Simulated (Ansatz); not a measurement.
System: zinc-blende AlSb. Method: HSE06 (PAW; Ansatz, a program for electronic structure).

Numerical settings: plane-wave cutoff 460 eV, 8×8×8 k mesh, Fermi–Dirac smearing 0.01 eV, scalar-relativistic PAW data made under PBE.

Energies at three volumes about the minimum:

| V (Å³/atom) | E − E_lowest (meV/atom) |
|---|---|
| 28.616 | 3.35 |
| 29.323 | 0.00 |
| 30.083 | 3.09 |

Task: Fit a parabola by hand: where is the minimum, what lattice constant follows, and what is the bulk modulus?

Result: Slopes: (0.00 − 3.35)/(29.323 − 28.616) = -4.738 and (3.09 − 0.00)/(30.083 − 29.323) = 4.066 meV/Å³. Curvature E″ = 2 × (4.066 − (-4.738))/(30.083 − 28.616) = 12.003 meV/Å⁶. From the middle of the first interval, the slope vanishes at V0 = 28.9695 − (-4.738)/12.003 = 29.364 Å³/atom. B = V0 E″ = 29.364 × 12.003 meV/Å³ × 0.1602 GPa per meV/Å³ = 56.5 GPa. With 8 atoms in the cube, a = (8 × 29.364)^(1/3) = 6.170 Å. The full Birch–Murnaghan fit to all volumes gives V0 = 29.348 Å³/atom and B0 = 56.3 GPa.

Measured, for comparison: bulk modulus 58.2 GPa (temperature not stated, no zero-point or thermal correction; as tabulated in Toher et al. (2017), arXiv:1611.05714); lattice constant a 6.128 Å (low temperature, thermal expansion removed or low-temperature value; zero-point expansion not removed; as tabulated in Zhang et al. (2018), doi:10.1088/1367-2630/aac7f0). Computed (rounded) less measured: bulk modulus -3 %.
